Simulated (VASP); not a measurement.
A run of VASP 6.6.1:

The input INCAR:

```
SYSTEM = SnO2
ALGO = Fast
EDIFF = 1E-8
ENCUT = 600
GGA = PS
ISIF = 2
ISMEAR = 0
KPAR = 2
LASPH = .TRUE.
LCHARG = .FALSE.
LEPSILON = .TRUE.
LREAL = .FALSE.
LWAVE = .FALSE.
NELM = 80
PREC = Accurate
SIGMA = 0.03
```

File KPOINTS:

```
k-points
0
Monkhorst
  8 8 12
  0 0 0
```

The input POSCAR:

```
SnO2                                    
1.0
    4.7713007433      0.0000000000      0.0000000000
    0.0000000000      4.7713007433      0.0000000000
    0.0000000000      0.0000000000      3.2160930731
  Sn              O             
     2     4
Direct
     0.0000000000000000    0.0000000000000000    0.0000000000000000
     0.5000000000000000    0.5000000000000000    0.5000000000000000
     0.3062554073548520    0.3062554073548520    0.0000000000000000
     0.1937445926451481    0.8062554073548519    0.5000000000000000
     0.6937445926451481    0.6937445926451481    0.0000000000000000
     0.8062554073548519    0.1937445926451481    0.5000000000000000
```

Potentials or basis: VASP PAW PBE potentials, release 64 (Sn_d, O).

Launch:

```sh
$ cat potpaw_PBE.64/Sn_d/POTCAR potpaw_PBE.64/O/POTCAR > POTCAR
$ mpirun -np 2 vasp_std > vasp.out
```

Hardware: 2 MPI ranks on Intel(R) Xeon(R) Platinum 8375C CPU @ 2.90GHz (Ice Lake) (shared host).

Question: Estimate the wall time of this run.

Answer: Run time: 16 min on 2 MPI ranks on Intel(R) Xeon(R) Platinum 8375C CPU @ 2.90GHz (Ice Lake), with other jobs on the host, peak memory 0.69 GiB a rank. Counts: scf iterations 143, k points 60.
